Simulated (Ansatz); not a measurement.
`B[NH][AlH2]` + `N=C(N)O` → `N=C(O)[NH][AlH2]` + `BN`  (ligand exchange at the Al–N bond)

Isolated molecules relaxed with PBE0-D4/def2-TZVP in Ansatz; ΔE leaves out vibrations. CBS: MP2 limit from def2 TZ/QZ plus the TZ coupled-cluster correction, frozen cores. This one scheme is used for every species. DFT in def2-TZVPP. B3LYP here is the variant with VWN-RPA as its local correlation; programs differ in this. Each species was taken in one conformer, which may not be the lowest.

`B[NH][AlH2]`:

Z-matrix (Å, degrees):
```
B
N 1 1.403
H 1 1.201 2 118.6
H 1 1.200 2 120.9 3 180.0
Al 2 1.803 1 124.4 3 -0.0
H 2 1.012 1 115.8 3 -180.0
H 5 1.577 2 118.3 1 0.1
H 5 1.583 2 117.1 1 -179.8
```

`N=C(N)O`:

Cartesian coordinates in Å:
```
N -0.657 0.436 1.124
C -0.002 0.074 0.100
N -0.556 0.038 -1.144
O 1.305 -0.292 0.028
H -0.087 0.478 1.961
H -1.559 0.094 -1.161
H -0.123 -0.564 -1.821
H 1.680 -0.262 0.912
```

`N=C(O)[NH][AlH2]`:

Z-matrix (Å, degrees):
```
C
O 1 1.349
N 1 1.377 2 111.0
N 1 1.268 2 119.3 3 180.0
H 2 0.965 1 105.4 3 180.0
Al 3 1.793 1 129.0 2 179.9
H 3 1.011 1 111.1 2 -0.0
H 4 1.014 1 112.5 2 180.0
H 6 1.578 3 118.4 1 0.0
H 6 1.577 3 115.3 1 -180.0
```

`BN`:

Cartesian coordinates in Å:
```
B -0.186 0.512 0.411
N 0.191 -0.527 -0.423
H -1.249 1.035 0.243
H 0.562 0.861 1.278
H 1.069 -1.011 -0.339
H -0.387 -0.871 -1.171
```

```tsv
level	ΔE (kcal/mol)	difference from CCSD(T)/CBS
PBE-D4	-7.3	-0.3
r2SCAN-D4	-6.9	0.1
PBE0-D4	-6.9	0.1
B3LYP-D4	-7.1	-0.1
ωB97X-V	-6.7	0.3
ωB97M-V	-6.8	0.2
B2PLYP	-6.6	0.4
PBE	-7.0	0.0
r2SCAN	-6.8	0.2
PBE0	-6.6	0.4
B3LYP	-6.6	0.4
HF/def2-TZVPP	-5.4	1.6
MP2/def2-TZVPP	-6.7	0.3
SCS-MP2/def2-TZVPP	-6.5	0.5
CCSD/def2-TZVPP	-6.7	0.3
CCSD(T)/def2-TZVPP	-7.0	0.0
HF/def2-QZVPP	-5.4	1.6
MP2/def2-QZVPP	-6.7	0.3
SCS-MP2/def2-QZVPP	-6.5	0.5
HF/CBS(def2)	-5.4	1.6
MP2/CBS(def2)	-6.7	0.3
CCSD/CBS(def2)	-6.7	0.3
CCSD(T)/CBS	-7.0	0
```

Largest T1 diagnostic among the species: 0.014.

In def2-TZVPP, CCSD(T) changes the Hartree–Fock value by −1.5 kcal/mol (the triples alone add −0.2 kcal/mol) and MP2 by −1.3 kcal/mol.

CCSD(T)/CBS has its own doubt, a few kJ/mol and more with outer-core shells, so smaller differences from it don't rank the levels.
